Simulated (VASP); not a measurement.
# C (Fd-3m) in VASP: a series of runs, part 2 of 2

VASP 6.6.1. The steps go on from the part before.

### 5 Single point, LDA (grid = ENCUT=400 dk=0.45 cell=3x3x2 ISMEAR=0 SIGMA=0.05 LREAL=Auto EDIFF=0.0001)

Contents of INCAR:

```
SYSTEM = SiC35
ALGO     = Fast           ! electronic algorithm
EDIFF    = 1E-4           ! SCF threshold, eV
ENCUT    = 400            ! plane-wave cutoff, eV
ISIF     = 2              ! what is computed and relaxed
ISMEAR   = 0              ! smearing method
KPAR     = 2            
LASPH    = .TRUE.         ! aspherical terms in the spheres
LCHARG   = .FALSE.        ! write CHGCAR
LREAL    = Auto         
LWAVE    = .FALSE.        ! write WAVECAR
NBANDS   = 84             ! bands
NCORE    = 1            
NELM     = 120            ! most SCF steps
PREC     = Accurate       ! precision mode
SIGMA    = 0.05           ! smearing width, eV
```

Contents of KPOINTS:

```
k-points
0
G
  3 3 4
  0 0 0
```

Contents of POSCAR:

```
SiC35
1.0
    0.0000000000      5.3501100000      5.3501100000
    5.3501100000      0.0000000000      5.3501100000
    3.5667400000      3.5667400000      0.0000000000
Si C
1 35
Direct
    0.2500000000      0.2500000000      0.3750000000
    0.2500000000      0.2500000000      0.8750000000
    0.2500000000      0.5833333333      0.3750000000
    0.2500000000      0.5833333333      0.8750000000
    0.2500000000      0.9166666667      0.3750000000
    0.2500000000      0.9166666667      0.8750000000
    0.5833333333      0.2500000000      0.3750000000
    0.5833333333      0.2500000000      0.8750000000
    0.5833333333      0.5833333333      0.3750000000
    0.5833333333      0.5833333333      0.8750000000
    0.5833333333      0.9166666667      0.3750000000
    0.5833333333      0.9166666667      0.8750000000
    0.9166666667      0.2500000000      0.3750000000
    0.9166666667      0.2500000000      0.8750000000
    0.9166666667      0.5833333333      0.3750000000
    0.9166666667      0.5833333333      0.8750000000
    0.9166666667      0.9166666667      0.3750000000
    0.9166666667      0.9166666667      0.8750000000
    0.1666666667      0.1666666667      0.2500000000
    0.1666666667      0.1666666667      0.7500000000
    0.1666666667      0.5000000000      0.2500000000
    0.1666666667      0.5000000000      0.7500000000
    0.1666666667      0.8333333333      0.2500000000
    0.1666666667      0.8333333333      0.7500000000
    0.5000000000      0.1666666667      0.2500000000
    0.5000000000      0.1666666667      0.7500000000
    0.5000000000      0.5000000000      0.2500000000
    0.5000000000      0.5000000000      0.7500000000
    0.5000000000      0.8333333333      0.2500000000
    0.5000000000      0.8333333333      0.7500000000
    0.8333333333      0.1666666667      0.2500000000
    0.8333333333      0.1666666667      0.7500000000
    0.8333333333      0.5000000000      0.2500000000
    0.8333333333      0.5000000000      0.7500000000
    0.8333333333      0.8333333333      0.2500000000
    0.8333333333      0.8333333333      0.7500000000
```

Potentials or basis: VASP PAW LDA potentials, release 64 (Si, C).

The run is started by

```bash
$ cat potpaw_LDA.64/Si/POTCAR potpaw_LDA.64/C/POTCAR > POTCAR
$ mpirun -np 4 vasp_std > vasp.out
```

OUTCAR:

```text
SYSTEM = SiC35
   EDIFF = 1E-4
   ENCUT = 400
   ISIF = 2
   ISMEAR = 0
   LASPH = .TRUE.
   LREAL = Auto
   NELM = 120
   PREC = Accurate

 Found     14 irreducible k-points:

 Following reciprocal coordinates:
            Coordinates               Weight
  0.000000  0.000000  0.000000      1.000000
  0.333333  0.000000  0.000000      4.000000
  0.333333  0.333333  0.000000      2.000000
 -0.333333  0.333333  0.000000      2.000000
  0.000000  0.000000  0.250000      2.000000
  0.333333  0.000000  0.250000      4.000000
   k-points           NKPTS =     14   k-points in BZ     NKDIM =     14   number of bands    NBANDS=     84
   number of dos      NEDOS =    301   number of ions     NIONS =     36
   total plane-waves  NPLWV =  90000
   dimension x,y,z NGX =    50 NGY =   50 NGZ =   36
   dimension x,y,z NGXF=   100 NGYF=  100 NGZF=   72
   ions per type =               1  35
   NGX,Y,Z   is equivalent  to a cutoff of  10.99, 10.99, 11.86 a.u.
   NGXF,Y,Z  is equivalent  to a cutoff of  21.97, 21.97, 23.73 a.u.
 SYSTEM =  SiC35
   PREC   = accura    normal or accurate (medium, high low for compatibility)
   ISTART =      0    job   : 0-new  1-cont  2-samecut
   ICHARG =      2    charge: 1-file 2-atom 10-const
   ISPIN  =      1    spin polarized calculation?
   LNONCOLLINEAR =      F non collinear calculations
   LSORBIT =      F    spin-orbit coupling
   LASPH  =      T    aspherical Exc in radial PAW
   ENCUT  =  400.0 eV  29.40 Ry    5.42 a.u.  12.34 12.34  8.23*2*pi/ulx,y,z
   NELM   =    120;   NELMIN=  2; NELMDL= -5     # of ELM steps
   EDIFF  = 0.1E-03   stopping-criterion for ELM
   LREAL  =      T    real-space projection
   EDIFFG = 0.1E-02   stopping-criterion for IOM
   NSW    =      0    number of steps for IOM
   IBRION =     -1    ionic relax: 0-MD 1-quasi-New 2-CG
   NFREE  =      0    steps in history (QN), initial steepest desc. (CG)
   ISIF   =      2    stress and relaxation
   ISYM   =      2    0-nonsym 1-usesym 2-fastsym
   POTIM  = 0.5000    time-step for ionic-motion
   TEBEG  =    0.0;   TEEND  =   0.0 temperature during run
   PSTRESS=    0.0 pullay stress
   NELECT =     144.0000    total number of electrons
   NUPDOWN=      -1.0000    fix difference up-down
   EMIN   =  10.00;   EMAX   =-10.00  energy-range for DOS
   EFERMI =   0.00;   METHOD = LEGACY
   ISMEAR =     0;   SIGMA  =   0.05  broadening in eV -4-tet -1-fermi 0-gaus
   EFERMI_NEDOS =   21; number of points for ismear=-14 and -15
   IALGO  =     68    algorithm
   IMIX   =      4    mixing-type and parameters
     AMIX     =   0.40;   BMIX     =  1.00
     AMIX_MAG =   1.60;   BMIX_MAG =  1.00
  volume/ion in A,a.u.               =       5.67        38.28
  Fermi-wavevector in a.u.,A,eV,Ry     =   1.457203  2.753714 28.891161  2.123440
  Thomas-Fermi vector in A             =   2.574032
   LORBIT       =      0    0 simple, 1 ext, 2 COOP (PROOUT), +10 PAW based schemes
   GGA     = CA    functional components
   LHFCALC =     F    Hartree Fock is set to
   AEXX    =    0.0000 exact exchange contribution
   IVDW    =     0    specifies the selected vdW correction
   LEPSILON=     F    determine dielectric tensor
   LRPA    =     F    only Hartree local field effects (RPA)
 non-spin polarized calculation
 RMM-DIIS sequential band-by-band and
 Gauss-broadening in eV      SIGMA  =   0.05
  energy-cutoff  :      400.00
  volume of cell :      204.19
 maximum number of plane-waves:      3726
 NGX is ok and might be reduce to    50
   NGX = 25   NGY = 25   NGZ = 17

 number of electron     144.0000011 magnetization

 Free energy of the ion-electron system (eV)
  ---------------------------------------------------
  ext. energy  EPLUGINS =         0.00000000
  ---------------------------------------------------
  free energy    TOTEN  =      -352.20222179 eV

  energy without entropy =     -352.20222179  energy(sigma->0) =     -352.20222179

 E-fermi :  10.5548     XC(G=0): -13.5481

 val. band max:       10.2700314141   @ k =   0.0000   0.0000   0.0000
 cond. band min:      14.0854070953   @ k =   0.0000   0.0000   0.0000
 fundamental gap:      3.8153756812
 Fermi energy:        10.5548293403

 k-point     1 :       0.0000    0.0000    0.0000
  band No.  band energies     occupation
      1     -11.1904      2.00000
      2      -8.2454      2.00000
      3      -8.2006      2.00000
      4      -8.1732      2.00000
      5      -8.0473      2.00000
      6      -7.2036      2.00000
[... 76 lines left out ...]
     83      16.3992      0.00000
     84      17.3626      0.00000

 k-point     2 :       0.3333    0.0000    0.0000
  band No.  band energies     occupation
      1     -10.8486      2.00000
      2      -9.8283      2.00000
      3      -8.4981      2.00000
      4      -8.1507      2.00000
      5      -7.1948      2.00000
      6      -6.4739      2.00000
[... 76 lines left out ...]
     83      16.8383      0.00000
     84      17.0181      0.00000

 k-point     3 :       0.3333    0.3333    0.0000
  band No.  band energies     occupation
      1     -10.7345      2.00000
      2      -9.3822      2.00000
      3      -9.0872      2.00000
      4      -8.9956      2.00000
      5      -6.6990      2.00000
      6      -6.5200      2.00000
[... 76 lines left out ...]
     83      16.7731      0.00000
     84      17.3688      0.00000

 k-point     4 :      -0.3333    0.3333    0.0000
  band No.  band energies     occupation
      1     -10.2846      2.00000
      2      -9.9552      2.00000
      3      -9.9210      2.00000
      4      -7.6198      2.00000
      5      -6.3792      2.00000
      6      -6.3544      2.00000
[... 76 lines left out ...]
     83      16.4313      0.00000
     84      16.7020      0.00000

 k-point     5 :       0.0000    0.0000    0.2500
  band No.  band energies     occupation
      1     -10.7576      2.00000
      2      -8.5289      2.00000
      3      -8.4569      2.00000
      4      -8.2365      2.00000
      5      -7.8620      2.00000
      6      -7.4020      2.00000
[... 76 lines left out ...]
     83      16.6681      0.00000
     84      16.8666      0.00000

 k-point     6 :       0.3333    0.0000    0.2500
  band No.  band energies     occupation
      1     -10.6723      2.00000
      2      -9.0711      2.00000
      3      -8.9021      2.00000
      4      -8.1139      2.00000
      5      -7.5352      2.00000
      6      -6.8520      2.00000
[... 76 lines left out ...]
     83      17.5005      0.00000
     84      17.6060      0.00000

 [... further k-points ...]

------------------------ aborting loop because EDIFF is reached ----------------------------------------

  FORCE on cell =-STRESS in cart. coord.  units (eV):
  Direction    XX          YY          ZZ          XY          YZ          ZX
  --------------------------------------------------------------------------------------
  -------------------------------------------------------------------------------------
  Total       13.2079227     13.2079227     13.1087569      0.0430431     -0.0028090     -0.0028091
  in kB      103.6378105    103.6378105    102.8596923      0.3377436     -0.0220413     -0.0220417
  external PRESSURE =     103.3784378 kB  Pullay stress =       0.0000000 kB

 VOLUME and BASIS-vectors are now :
 -----------------------------------------------------------------------------
  energy-cutoff  :      400.00
  volume of cell :      204.19
      direct lattice vectors                 reciprocal lattice vectors
     0.000000000  5.350110000  5.350110000    -0.093456022  0.093456022  0.093456022
     5.350110000  0.000000000  5.350110000     0.093456022 -0.093456022  0.093456022
     3.566740000  3.566740000  0.000000000     0.140184034  0.140184034 -0.140184034

 POSITION                                       TOTAL-FORCE (eV/Angst)
 -----------------------------------------------------------------------------------
      2.67505      2.67505      2.67505        -0.009062     -0.009062     -0.073452
      4.45843      4.45843      2.67505         0.007559      0.007559     -0.264697
      4.45842      2.67505      4.45842         0.346080     -0.138574      0.323711
      6.24179      4.45843      4.45842         0.137223     -0.341208      0.333189
      6.24180      2.67505      6.24180        -0.312685     -0.173693     -0.311295
      8.02517      4.45843      6.24180         0.132096      0.356236     -0.357772
[... 28 lines left out ...]
      5.35011      5.35011      8.91685         0.004298      0.004298     -0.130895
      7.13348      7.13348      8.91685        -0.004774     -0.004774      0.026516
 -----------------------------------------------------------------------------------
    total drift:                               -0.002449     -0.002449      0.001150

  FREE ENERGIE OF THE ION-ELECTRON SYSTEM (eV)
  ---------------------------------------------------
  free  energy   TOTEN  =      -352.2022217902 eV

  energy  without entropy=     -352.2022217902  energy(sigma->0) =     -352.20222179
```

Run time: 2.1 min. Hardware: 4 MPI ranks of Intel Xeon Platinum 8488C (Sapphire Rapids), shared host; peak memory 0.22 GiB.

The run converged, but some of its settings lie outside the range that counts as converged, so its numbers aren't taken as properties of the crystal.

Results:

* Free energy: -352.2022 eV
* Largest force: 12.602 eV/Å
* Band gap on the k mesh: 3.82 eV, direct

Caveat: the cutoff is under 1.25 times the usual one of these potentials, so pressure, stress and relaxed cells hold a basis-set (Pulay) error.

### 6 Single point, LDA (grid = ENCUT=520 dk=0.45 cell=3x3x2 ISMEAR=0 SIGMA=0.05 LREAL=Auto EDIFF=1e-06)

Changes to INCAR since step 5:

```diff
@@ -2,4 +2,4 @@
 ALGO     = Fast           ! electronic algorithm
-EDIFF    = 1E-4           ! SCF threshold, eV
-ENCUT    = 400            ! plane-wave cutoff, eV
+EDIFF    = 1E-6           ! SCF threshold, eV
+ENCUT    = 520            ! plane-wave cutoff, eV
 ISIF     = 2              ! what is computed and relaxed
```

KPOINTS is that of step 5.

POSCAR is that of step 5.

Potentials or basis: VASP PAW LDA potentials, release 64 (Si, C).

The run is started by

```bash
$ cat potpaw_LDA.64/Si/POTCAR potpaw_LDA.64/C/POTCAR > POTCAR
$ mpirun -np 4 vasp_std > vasp.out
```

Run time: 2.2 min. Hardware: 4 MPI ranks of Intel Xeon Platinum 8488C (Sapphire Rapids), shared host; peak memory 0.26 GiB.

The run converged, but some of its settings lie outside the range that counts as converged, so its numbers aren't taken as properties of the crystal.

What came out:

* Free energy: -352.0002 eV
* Pressure: 14.0 GPa
* Largest force: 12.594 eV/Å
* Band gap on the k mesh: 3.83 eV, direct

### 7 For comparison

An earlier run on the cell as given: functional PBE; potentials or basis VASP PAW PBE potentials, release 64 (C); cutoff 520 eV; k mesh 13 × 13 × 13; occupations fermi-dirac, width 0.05 eV; no spin polarisation.

* Pressure: 2.5 GPa
* Band gap on the k mesh: 4.14 eV, indirect (least direct gap 5.59 eV)
